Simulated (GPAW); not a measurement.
Ir, 1 atom in the cell. Symmetry: Fm-3m, No. 225, cubic system. Conventional cell: a = 3.831 Å, b = 3.831 Å, c = 3.831 Å, α = 90.00°, β = 90.00°, γ = 90.00°. Ir (site symmetry m-3m) is surrounded by 12 Ir at 2.71 Å. 

```yaml
Program: GPAW 26.7.0
Task: equation of state
Functional: PBEsol
Potentials_or_basis: PAW data sets generated in the run's folder for this functional
Cutoff: 600 eV
Basis: pw
k_mesh: 12 × 12 × 12
Occupations: fermi-dirac, width 0.05 eV
Spin: no spin polarisation
Maxiter: 150
Eos_scales: "[0.94, 0.96, 0.98, 1.0, 1.02, 1.04, 1.06]"
```

Potentials or basis: PAW data sets generated in the run's folder for this functional, pw.

Run with:

```bash
$ gpaw-setup -f PBEsol Ir
$ OMP_NUM_THREADS=1 python run.py
```

Hardware: 1 thread of Arm Neoverse V1, on a shared host.

**Question.** Estimate the wall time of this run.

**Answer.** It took 68 s on 1 thread of Arm Neoverse V1 (shared host), peak memory 0.19 GiB. Counts: scf iterations 56, plane waves 459, bands 16, k points 72.
